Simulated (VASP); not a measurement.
# A VASP 6.6.1 single-point calculation on TePb

INCAR

```
ENCUT = 520
NSW = 0
LCHARG = .FALSE.
LREAL = .FALSE.
NELM = 69
LWAVE = .FALSE.
NBANDS = 17
ISMEAR = -1
SIGMA = 0.02
LASPH = .FALSE.
EDIFF = 1E-7
PREC = Accurate
GGA = PE
IBRION = -1
ISIF = 2
```

KPOINTS

```
KPOINTS created by Atomic Simulation Environment
0
Gamma
8 8 8
0 0 0
```

POSCAR

```
Te Pb
 1.0000000000000000
     0.0000000000000000    3.2678555507999998    3.3230823096000002
     3.2678555507999998    0.0000000000000000    3.3230823096000002
     3.2678555507999998    3.2678555507999998    0.0000000000000000
 Te  Pb
   1   1
Cartesian
  3.2678555507999993  3.2678555507999993  3.3230823095999997
  0.0000000000000000  0.0000000000000000  0.0000000000000000
```

The recommended PBE PAW datasets give the neutral cell 20 valence electrons.

Command

```
mpirun -np 1 vasp_std
```

OSZICAR

```
N       E                     dE             d eps       ncg     rms          rms(c)
DAV:   1     0.152054903712E+03    0.15205E+03   -0.90743E+03  2006   0.112E+03
DAV:   2     0.313999844551E+01   -0.14891E+03   -0.14451E+03  2090   0.292E+02
DAV:   3    -0.737653334866E+01   -0.10517E+02   -0.10461E+02  2669   0.847E+01
DAV:   4    -0.765160772396E+01   -0.27507E+00   -0.27485E+00  2493   0.157E+01
DAV:   5    -0.766469258171E+01   -0.13085E-01   -0.13084E-01  3040   0.316E+00    0.300E+00
DAV:   6    -0.752051229683E+01    0.14418E+00   -0.32634E-01  2887   0.376E+00    0.182E+00
DAV:   7    -0.751680432878E+01    0.37080E-02   -0.91640E-02  2474   0.141E+00    0.895E-01
DAV:   8    -0.751921533806E+01   -0.24110E-02   -0.11180E-02  2380   0.106E+00    0.162E-01
DAV:   9    -0.751893710623E+01    0.27823E-03   -0.18599E-03  3046   0.432E-01    0.684E-02
DAV:  10    -0.751898700797E+01   -0.49902E-04   -0.18315E-04  2342   0.955E-02    0.219E-02
DAV:  11    -0.751899257838E+01   -0.55704E-05   -0.36996E-05  2814   0.468E-02    0.118E-02
DAV:  12    -0.751899277900E+01   -0.20062E-06   -0.20805E-06  2539   0.124E-02    0.950E-03
DAV:  13    -0.751899229852E+01    0.48048E-06   -0.74756E-07  2453   0.629E-03    0.285E-03
DAV:  14    -0.751899233528E+01   -0.36764E-07   -0.26507E-07  2003   0.361E-03
   1 F= -.75189923E+01 E0= -.75189923E+01  d E =-.171699E-10
```

Standard output (part)

```
POSCAR found type information on POSCAR TePb
 POSCAR found :  2 types and       2 ions
 LDA part: xc-table for (Slater+PW92), standard interpolation
 POSCAR, INCAR and KPOINTS ok, starting setup
 WAVECAR not read
 entering main loop
```

From OUTCAR

```
k-points           NKPTS =     59   k-points in BZ     NKDIM =     59   number of bands    NBANDS=     17

   NELECT =      20.0000    total number of electrons

   dimension x,y,z NGX =    36 NGY =   36 NGZ =   36
   dimension x,y,z NGXF=    72 NGYF=   72 NGZF=   72

  energy-cutoff  :      520.00
  volume of cell :       70.97
      direct lattice vectors                 reciprocal lattice vectors
     0.000000000  3.267855551  3.323082310    -0.153005539  0.153005539  0.150462719
     3.267855551  0.000000000  3.323082310     0.153005539 -0.153005539  0.150462719
     3.267855551  3.267855551  0.000000000     0.153005539  0.153005539 -0.150462719

 k-points in reciprocal lattice and weights: KPOINTS created by Atomic Simulation Env
   0.00000000  0.00000000  0.00000000       0.002
   0.12500000  0.00000000  0.00000000       0.016
   0.25000000  0.00000000  0.00000000       0.016
   0.37500000  0.00000000  0.00000000       0.016
   0.50000000  0.00000000  0.00000000       0.008
   0.12500000  0.12500000  0.00000000       0.004
   0.25000000  0.12500000  0.00000000       0.016
   0.37500000  0.12500000  0.00000000       0.016
   ...

 E-fermi :   5.4045

 k-point     1 :       0.0000    0.0000    0.0000
  band No.  band energies     occupation
      1     -11.6672      2.00000
      2     -11.6597      2.00000
      3     -11.6597      2.00000
      4     -11.6585      2.00000
      5     -11.6538      2.00000
      6      -6.6265      2.00000
      7      -0.7335      2.00000
      8       3.7750      2.00000
      9       3.7750      2.00000
     10       3.9324      2.00000
     11       8.7651      0.00000
     12       9.1243      0.00000
     13       9.1243      0.00000
     14      10.8315      0.00000
     15      10.9299      0.00000
     16      10.9299      0.00000
     17      12.3024      0.00000

 k-point     2 :       0.1250    0.0000    0.0000
  band No.  band energies     occupation
      1     -11.6683      2.00000
      2     -11.6607      2.00000
      3     -11.6591      2.00000
      4     -11.6574      2.00000
      5     -11.6523      2.00000
      6      -6.5021      2.00000
      7      -1.1011      2.00000
      8       3.8207      2.00000
      9       3.8864      2.00000
     10       4.0421      2.00000
     11       8.1554      0.00000
     12       8.4649      0.00000
     13       8.5583      0.00000
     14      10.7483      0.00000
     15      11.1536      0.00000
     16      11.2029      0.00000
     17      13.1991      0.00000

 k-point     3 :       0.2500    0.0000    0.0000
  band No.  band energies     occupation
      1     -11.6718      2.00000
      2     -11.6653      2.00000
      3     -11.6577      2.00000
      4     -11.6525      2.00000
      5     -11.6479      2.00000
      6      -6.1459      2.00000
      7      -1.9537      2.00000
      8       3.9584      2.00000
      9       4.0030      2.00000
     10       4.3962      2.00000
     11       7.0922      0.00000
     12       7.4574      0.00000
     13       7.5646      0.00000
     14      11.0364      0.00000
     15      11.9411      0.00000
     16      11.9550      0.00000
     17      14.9274      0.00000

 ...

  Total        0.2105777      0.2105777     -0.4918375      0.0000000      0.0000000     -0.0000000
  in kB        4.7536377      4.7536377    -11.1028735      0.0000000      0.0000000     -0.0000000
  external PRESSURE =      -0.5318661 kB  Pullay stress =       0.0000000 kB

 POSITION                                       TOTAL-FORCE (eV/Angst)
 -----------------------------------------------------------------------------------
      3.26786      3.26786      3.32308        -0.000000      0.000000     -0.000000
      0.00000      0.00000      0.00000         0.000000     -0.000000      0.000000
 -----------------------------------------------------------------------------------
    total drift:                               -0.000000      0.000000      0.000000

  FREE ENERGIE OF THE ION-ELECTRON SYSTEM (eV)
  ---------------------------------------------------
  free  energy   TOTEN  =        -7.5189923353 eV

  energy  without entropy=       -7.5189923353  energy(sigma->0) =       -7.51899234
```

It converged. Results: gap between bands v and c on the k mesh 0.82 eV; least direct gap on the k mesh 0.82 eV; pressure -0.1 GPa. Band v is the last that the valence electrons fill when counted band by band, and c is the next.

For comparison, a separate PBE run of the intended cell, on usual settings and not on those above, gives a gap of 0.82 eV on its mesh and a pressure of -0.1 GPa.

The run above took about 80 s on one core of a shared host (Intel Xeon Platinum 8488C) and held 0.24 GiB at most.
